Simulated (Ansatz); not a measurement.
GeO₂ (rutile)

```yaml
crystal:
  lattice:
    - [4.48750, 0.00000, 0.00000]
    - [0.00000, 4.48750, 0.00000]
    - [0.00000, 0.00000, 2.90497]
  atoms:
    - { symbol: Ge, position: [0.00000, 0.00000, 0.00000] }
    - { symbol: Ge, position: [0.50000, 0.50000, 0.50000] }
    - { symbol: O, position: [0.30714, 0.30714, 0.00000] }
    - { symbol: O, position: [0.80714, 0.19286, 0.50000] }
    - { symbol: O, position: [0.19286, 0.80714, 0.50000] }
    - { symbol: O, position: [0.69286, 0.69286, 0.00000] }
```

E(V) scan at fixed shape, V₀ the volume above. The atoms relax within the cell's symmetry.

These are PBE (plane waves to 420 eV, PAW, scalar-relativistic; Ansatz, a quantum-chemistry and plane-wave program) values and carry that method's errors. k mesh 8×8×11 (Γ-centred), Fermi-Dirac smearing 0.05 eV. Energies are smeared free energies. Compression counts positive. With the shape held, the modulus is that of even scaling; a crystal free to change shape is softer. GeO2 was relaxed with its symmetry unable to fall. The zero of ΔE is the relaxed starting cell.

| V (Å³/atom) | ΔE (meV/atom) |
|---|---|
| 8.775 | 79.3 |
| 8.937 | 53.2 |
| 9.100 | 32.8 |
| 9.262 | 17.9 |
| 9.425 | 7.7 |
| 9.587 | 1.9 |
| 9.750 | 0.0 |
| 9.912 | 1.7 |
| 10.075 | 6.7 |
| 10.237 | 14.6 |
| 10.400 | 25.1 |
| 10.562 | 38.0 |
| 10.725 | withheld |

Q: Fit a third-order Birch-Murnaghan form (E₀, V₀, B₀, B₀′ free) to the given rows and predict ΔE at V = 10.725.

A: Least squares on the 12 given rows: ΔE = E₀ + (9V₀B₀/16)·y²·[2 + (B₀′ − 4)y], y = (V₀/V)^(2/3) − 1, with V₀ = 9.750 Å³/atom, B₀ = 211.2 GPa (160.2 GPa = 1 eV/Å³; the term in eV is multiplied by 1000), B₀′ = 4.95, E₀ = 0.03 meV/atom; root-mean-square residual 0.04 meV/atom. At 10.725 the fit gives 53.2 meV/atom; the calculation gives 53.1 meV/atom, so the extrapolation is off by 0.1 (+0.2 %). For the pressure the fit gives -15.9 GPa against the computed -15.8 GPa.

(Under strain, the slope of the energy per volume gives the stress and its curvature an elastic modulus.)
